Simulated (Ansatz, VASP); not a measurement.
## Rb in VASP and in Ansatz

Contents of INCAR:

```
PREC = Accurate ; ENCUT = 520
EDIFF = 1E-7 ; ISMEAR = 0
SIGMA = 0.15 ; LREAL = F
LASPH = T ; NELM = 80
ALGO = Fast ; ISIF = 2
LWAVE = F ; LCHARG = T
GGA = PE ; LELF = T
LVHAR = T ; NBANDS = 10
```

File KPOINTS:

```
Automatic mesh
0
Gamma
  12 12 12
```

POSCAR

```
Rb
1.0
   -2.7218200000      2.7218200000      2.8901800000
    2.7218200000     -2.7218200000      2.8901800000
    2.7218200000      2.7218200000     -2.8901800000
Rb
1
Direct
    0.0000000000      0.0000000000      0.0000000000
```

Input for Ansatz:

```yaml
crystal:
  lattice:
    - [-2.72182, 2.72182, 2.89018]
    - [2.72182, -2.72182, 2.89018]
    - [2.72182, 2.72182, -2.89018]
  atoms:
    - { symbol: Rb, position: [0.0, 0.0, 0.0] }
basis:
  ecutwfc: 420
kpoints:
  mp_grid: { grid: [12, 12, 12] }
hamiltonian:
  xc: pbe
scf:
  occupations: { method: gaussian, width: 0.15 }
output:
  forces: true
  stress: true
  eigenvalues: true
```

Change from the starting cell: strain -0.030 along x and y, +0.030 along z, atoms carried along.

Alike in both runs: task single point; functional PBE; k mesh 12 × 12 × 12; occupations gaussian, width 0.15 eV; no spin polarisation.

```csv
,VASP,Ansatz
version,VASP 6.6.1,Ansatz 0.2.0
potentials or method,"VASP PAW PBE potentials, release 64 (Rb_sv)","scalar-relativistic, plane waves, PAW"
plane-wave cutoff (eV),520,420
valence electrons in the cell,9,9
```

```tsv
	VASP	Ansatz	Ansatz less VASP
gap on the k mesh at the Fermi level (eV)	none	none	-
pressure (GPa)	0.2	0.2	0.00
```

A gap of «none» marks a metal or a gap that the smearing closes.
